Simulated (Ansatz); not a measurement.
Input of an Ansatz 0.2.0 run:

The input input.yaml:

```yaml
crystal:
  lattice:
    - [3.091546, 0.0, 0.0]
    - [0.0, 3.091546, 0.0]
    - [0.0, 0.0, 3.091546]
  atoms:
    - { symbol: Pt, position: [0.5, 0.5, 0.5] }
    - { symbol: Al, position: [0.0, 0.0, 0.0] }
hamiltonian:
  xc: pbesol
  pseudopotentials: { kind: paw }
  dispersion: d3bjatm
kpoints:
  mp_grid: { grid: [9, 9, 9] }
scf:
  occupations: { method: fermi_dirac, width: 0.05 }
output:
  forces: true
  stress: true
  eigenvalues: true
  write_density: true
  write_potential: true
  elf: true
  volumetric_format: npy
relax:
  f_tol: 0.01
  max_steps: 40
  cell: { stress_tol: 0.05 }
```

Potentials or basis: Ansatz PAW.

Run with:

```console
$ ansatz run input.yaml --threads 2 --pin off --max-ram 5632MiB --backend cpu --events-out ev --progress --plain --runs-dir out
```

Task: What does it give for the space group after relaxing (to 0.05 Å)?

Result: Pm-3m (No. 221).

Task: What does it give for the relaxed cell?

Result: a = 3.037 Å, b = 3.037 Å, c = 3.037 Å, α = 90.00°, β = 90.00°, γ = 90.00°.

Task: Predict the band gap on the k mesh.

Result: None (metal or under the smearing width).

The path:
```csv
step,energy change (eV),largest force (eV/Å),volume (Å³)
1,0.0000,0.0000,29.55
2,-0.0195,0.0000,26.86
3,-0.0528,0.0000,28.11
4,-0.0531,0.0000,28.00
5,-0.0526,0.0000,28.00
```

Caveat: the plane-wave basis is chosen anew once the cell has moved, so the energies of steps on either side of that aren't comparable; pairwise dispersion overbinds metals, which lowers pressure and volume; the PAW data sets come from PBE, with cores solved anew for the run's functional, which leaves a small shift of forces and pressure. The run has no spin-orbit coupling, so splittings on Pt are missing.
